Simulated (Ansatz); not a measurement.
## Mo (dhcp): energy against volume

Level of theory: DFT, revPBE, plane waves (420 eV) with PAW, scalar-relativistic (Ansatz 0.2.0). (PAW data from PBE, frozen cores regenerated.)

The cell is scaled uniformly from the relaxed one, with fractional coordinates and shape fixed. Energies are extrapolated to zero smearing, pressures are those at the given smearing. Magnetic state: spin not included.

A Birch-Murnaghan fit gives V₀ = 16.23 Å³/atom, B₀ = 232 GPa, B₀′ = 4.1.

What are the energy above the minimum and the pressure at 14.949 Å³/atom?

84.1 meV/atom and 22.80 GPa as computed.

What are the energy above the minimum and the pressure at 16.898 Å³/atom?

18.7 meV/atom and -8.39 GPa as computed.

What are the energy above the minimum and the pressure at 17.548 Å³/atom?

67.9 meV/atom and -15.17 GPa as computed.
